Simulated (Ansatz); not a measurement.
Chalcopyrite CuInS₂ was calculated with r²SCAN in Ansatz (plane waves, PAW).

Run with plane-wave cutoff 500 eV, 10×10×10 k mesh, Fermi–Dirac smearing 0.05 eV, no spin polarisation, scalar-relativistic PAW data made under PBE.

Computed at the level's own relaxed cell.

Q: Predict the equilibrium volume per atom, equilibrium lattice constant a, c axis length and band gap.

A: 
* **equilibrium volume per atom**: 21.20 Å³/atom
* **equilibrium lattice constant a**: 5.523 Å
* **c axis length**: 11.122 Å
* **band gap**: 0.36 eV (on the SCF k mesh)

Measured, for comparison: band gap 1.55 eV (temperature not stated, not corrected to a static lattice, direct or pseudo-direct at Γ; as tabulated in Ghosh et al. (2024), arXiv:2401.16805); lattice constant a 5.523 Å, lattice parameter c 11.133 Å (298 K, not corrected to a static lattice; as tabulated in Abstract on Scilit: Piezoelectric nonlinear optic CuGaS2 and CuInS2 crystal …). Computed (rounded) less measured: lattice constant a 0.0 %, lattice parameter c -0.1 %.

Spin–orbit coupling is not included.

The computed numbers hold no vibrational or temperature effects.

Cost on a shared machine: about 8 core-minutes (a rough figure).

Ansatz is a quantum-chemistry and plane-wave program.
